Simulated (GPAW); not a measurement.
A run of GPAW 26.7.0 is set up as follows.

The input run.py:

```python
import numpy as np
from ase.dft.bandgap import bandgap
from ase.io import read, write
from ase.units import GPa
from gpaw import GPAW, PW
from gpaw.spinorbit import soc_eigenstates

atoms = read('POSCAR')

calc = GPAW(mode=PW(600),
            xc='MGGA_X_MS2+GGA_C_REGTPSS',
            kpts={'size': (6, 6, 3), 'gamma': True},
            occupations={'name': 'fermi-dirac', 'width': 0.05},
            nbands=24,
            convergence={'density': 1e-05, 'energy': 1e-05},
            maxiter=150,
            txt='gpaw.txt')
atoms.calc = calc
energy = atoms.get_potential_energy()
forces = atoms.get_forces()
stress = atoms.get_stress()
calc.write('gs.gpw')
write('result.traj', atoms)
print(f'Energy: {energy:.6f} eV')
print('Forces (eV/A):')
print(forces.round(4))
print('Stress (GPa):', (stress / GPa).round(3))
print('Fermi level:', round(calc.get_fermi_level(), 4), 'eV')
print(f'Gap: {bandgap(calc)[0]:.4f} eV, direct: {bandgap(calc, direct=True)[0]:.4f} eV')

path = atoms.cell.bandpath('GMKGALHA,LM,KH', npoints=100, eps=1e-4)
bs_calc = calc.fixed_density(kpts=path, symmetry='off', nbands=39,
                             convergence={'bands': 'CBM+6.0', 'eigenstates': 1e-6}, txt='bands.txt')
bs = bs_calc.band_structure()
bs.write('bs.json')
print(f'Gap on the path: {bandgap(bs_calc)[0]:.4f} eV')

soc = soc_eigenstates(bs_calc, theta=90, phi=45, ignore_xc_potential=True)
np.savetxt('soc_bands.dat', soc.eigenvalues(), fmt='%.4f')
mesh = soc_eigenstates('gs.gpw', theta=90, phi=45, ignore_xc_potential=True)
np.savetxt('soc_mesh.dat', mesh.eigenvalues(), fmt='%.4f')
print('Fermi level with spin-orbit coupling:', round(mesh.fermi_level, 4), 'eV')
```

The input POSCAR:

```
SnSe2
1.0
    3.8110000000      0.0000000000      0.0000000000
   -1.9055000000      3.3004228138      0.0000000000
    0.0000000000      0.0000000000      6.1360000000
Sn Se
1 2
Direct
    0.0000000000      0.0000000000      0.0000000000
    0.6666666667      0.3333333333      0.7510000000
    0.3333333333      0.6666666667      0.2490000000
```

Potentials or basis: GPAW PAW data sets (gpaw-data 1.2.1), pw.

Command:

```console
$ OMP_NUM_THREADS=1 python run.py
```

Problem. Estimate the band gap along the path.

Solution. 1.03 eV, indirect (least direct gap 1.51 eV).

Problem. Predict the band gap on the k mesh.

Solution. 1.04 eV, indirect (least direct gap 1.51 eV).

Problem. Estimate the largest force.

Solution. 0.351 eV/Å.

Forces on the atoms (eV/Å):
```
Sn   0.000  0.000  0.000
Se   0.000  0.000 -0.351
Se   0.000  0.000  0.351
```

Caveat: spin-orbit coupling was added after a scalar SCF, so levels and gaps hold it while energy, forces, pressure and moments don't; this program's spin-orbit splittings come out too wide for heavy elements; the PAW data sets were made with another functional, which shifts forces and pressure a little.
